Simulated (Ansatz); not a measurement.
`CC(=O)OB(F)F` + H₂Se → `FB(F)[SeH]` + `CC(=O)O` at 700 K and 1 bar (ligand exchange at a B–O bond).

Computed with Ansatz on PBE0-D4/def2-TZVP structures; ΔE is electronic, products minus reactants. CCSD(T)/CBS adds triple-zeta CCSD(T) − MP2 to the extrapolated MP2 energy (def2 sets, frozen cores). For Se outer-core shells are correlated without core-valence functions, which leaves a few kJ/mol of doubt a bond. Scalar relativity is left out up to krypton. One conformer a species, not always the lowest.

| species | CCSD(T)/CBS energy (Eh) | H − E (kJ/mol) | S (J/(mol·K)) |
| --- | --- | --- | --- |
| `CC(=O)OB(F)F` | -452.81860 | 240.5 | 476.8 |
| H₂Se | -2401.89790 | 61.1 | 251.1 |
| `FB(F)[SeH]` | -2625.82827 | 94.3 | 369.3 |
| `CC(=O)O` | -228.87529 | 215.3 | 365.4 |

H − E and S are ideal-gas, rigid-rotor, harmonic terms from PBE0-D4/def2-TZVP, for one conformer and one mirror image of each species. 1 Eh = 2625.50 kJ/mol, R = 8.31446 J/(mol·K).

By hand: ΔE, ΔH, ΔS and ΔG.

ΔE = (-2625.82827) + (-228.87529) − (-452.81860) − (-2401.89790) = 0.01294 Eh = 34.0 kJ/mol. Δ(H − E) = 94.3 + 215.3 − 240.5 − 61.1 = 8.0, so ΔH = 42.0 kJ/mol. ΔS = 369.3 + 365.4 − 476.8 − 251.1 = 6.8 J/(mol·K). ΔG = 42.0 − 700 × (6.8)/1000 = 37.2 kJ/mol.

By hand: the equilibrium constant, and the temperature at which ΔG would vanish if ΔH and ΔS stayed fixed.

log₁₀ K = −ΔG/(RT ln 10) = -2.8. ΔG = 0 at ΔH/ΔS = 6176 K, far beyond where these terms or the molecules hold.

The number of gas molecules stays the same, so ΔS is small and ΔH decides. A doubt of 5 kJ/mol in ΔE shifts log₁₀ K by 0.4 here. Other conformers and mirror images would add mixing entropy, several J/(mol·K) or more a flexible species. Modes under 60 cm⁻¹, often nearly free rotors, make the harmonic entropy too high. These are equilibria of isolated gas molecules and say nothing of rates. Largest T1 diagnostic: 0.015 (customary marks: 0.02 for closed shells, 0.045 for open ones).
